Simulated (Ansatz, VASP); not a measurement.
**SnO in VASP and in Ansatz**

POSCAR

```
SnO
1.0
    3.1034067823      0.0000000000      0.0000000000
    0.0000000000      3.1034067823      0.0000000000
    0.0000000000      0.0000000000      3.1034067823
Sn O
1 1
Direct
    0.0000000000      0.0000000000      0.0000000000
    0.5000000000      0.5000000000      0.5000000000
```

Contents of INCAR.step1:

```
SYSTEM = SnO
ALGO     = Normal         ! electronic algorithm
EDIFF    = 1E-5           ! SCF threshold, eV
ENCUT    = 520            ! plane-wave cutoff, eV
GGA      = PE             ! functional
ISIF     = 2              ! what is computed and relaxed
ISMEAR   = 0              ! smearing method
LASPH    = .True.         ! aspherical terms in the spheres
LCHARG   = .False.        ! write CHGCAR
LREAL    = .False.        ! projectors in reciprocal space
LWAVE    = .True.         ! write WAVECAR
NBANDS   = 17             ! bands
NELM     = 80             ! most SCF steps
PREC     = Accurate       ! precision mode
SIGMA    = 0.01           ! smearing width, eV
```

The input INCAR.step2:

```
SYSTEM = SnO
ALGO     = Normal         ! electronic algorithm
EDIFF    = 1E-6           ! SCF threshold, eV
ENCUT    = 520            ! plane-wave cutoff, eV
GGA      = PE             ! functional
HFSCREEN = 0.2079         ! screening, 1/A
ISIF     = 2              ! what is computed and relaxed
ISMEAR   = 0              ! smearing method
ISTART   = 1            
LASPH    = .True.         ! aspherical terms in the spheres
LCHARG   = .False.        ! write CHGCAR
LHFCALC  = .True.         ! exact exchange
LREAL    = .False.        ! projectors in reciprocal space
LWAVE    = .False.        ! write WAVECAR
NBANDS   = 17             ! bands
NELM     = 80             ! most SCF steps
PREC     = Accurate       ! precision mode
PRECFOCK = Normal       
SIGMA    = 0.01           ! smearing width, eV
```

File KPOINTS:

```
k-points
0
Gamma
  4 4 4
  0 0 0
```

Input for Ansatz:

```yaml
crystal:
  lattice:
    - [3.1034067823, 0.0, 0.0]
    - [0.0, 3.1034067823, 0.0]
    - [0.0, 0.0, 3.1034067823]
  atoms:
    - { symbol: Sn, position: [0.0, 0.0, 0.0] }
    - { symbol: O, position: [0.5, 0.5, 0.5] }
kpoints:
  mp_grid: { grid: [4, 4, 4] }
hamiltonian:
  xc: hse06
scf:
  occupations: { method: fixed }
  n_extra_bands: 4
output:
  forces: true
  stress: true
  eigenvalues: true
```

The cell was built by a generator and needn't be a form met in nature.

Alike in both runs: task single point; functional HSE06; k mesh 4 × 4 × 4; no spin polarisation.

|  | VASP | Ansatz |
| --- | --- | --- |
| version | VASP 6.6.1 | Ansatz 0.2.0 |
| potentials or method | VASP PAW PBE potentials, release 64 (Sn_d, O) | plane waves, PAW |
| plane-wave cutoff (eV) | 520 | 420 |
| occupations | gaussian, width 0.01 eV | fixed |
| valence electrons in the cell | 20 | 20 |

```csv
,VASP,Ansatz,Ansatz less VASP
gap on the k mesh at the Fermi level (eV),1.15,1.15,-0.001
pressure (GPa),-0.9,-0.9,-0.08
```

Ansatz warned: «stress_exchange_threshold_loose».

Caveats: the k mesh is coarse (spacing up to 0.51 Å⁻¹), so the values aren't converged, least of all with exact exchange; the PAW data sets were made with another functional, which shifts forces and pressure a little (VASP); spin-orbit coupling is left out, which moves the levels of the heavy elements. A k mesh can miss the band edges.
